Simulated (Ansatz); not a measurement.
What a change of settings does to a run on HgSe

Structure from Materials Project entry mp-820 (possibly hypothetical), not relaxed further. The listed cell was then made from it by scaling, straining or moving an atom.

First run: DFT, PBEsol, PAW with Ansatz's default frozen-core files, scalar-relativistic (Ansatz 0.2.0).

Command: `ansatz run input.yaml --threads 1 --pin off --max-ram 2048MiB --backend cpu --events-out ev --progress --plain --runs-dir out` The run took 4.3 s on 1 thread of AMD EPYC 7R43 64-Core Processor (Zen 3), with other jobs on the host, peak memory 0.47 GiB.

```yaml
crystal:
  lattice:
    - [0.0, 3.0703052348, 3.0703052348]
    - [3.0703052348, 0.0, 3.0703052348]
    - [3.0703052348, 3.0703052348, 0.0]
  atoms:
    - { symbol: Hg, position: [0.0, 0.0, 0.0] }
    - { symbol: Se, position: [0.25, 0.25, 0.25] }
kpoints:
  mp_grid: { grid: [10, 10, 10] }
scf:
  occupations: { method: fermi_dirac, width: 0.05 }
hamiltonian:
  xc: pbesol
  pseudopotentials: { kind: paw }
output:
  forces: true
  stress: true
  eigenvalues: true
  efg: { contact_densities: true }
```

Result: converged; pressure -0.19 GPa; no gap on the k mesh; 6 SCF iterations.

No spin–orbit coupling, which matters for the heavy atoms here.

The input is then changed:

```diff
@@ -19,3 +19,10 @@
   eigenvalues: true
   efg: { contact_densities: true }
+  write_density: true
+  write_potential: true
+  elf: true
+  volumetric_format: npy
+basis:
+  ecutrho_ratio: 4
+  ecutwfc: "600 eV"
```

Q: Predict the outcome of the changed run.

A: It converged; energy at zero smearing -1.3 meV/atom from the first run; pressure -0.20 GPa; no gap on the k mesh; 6 SCF iterations.
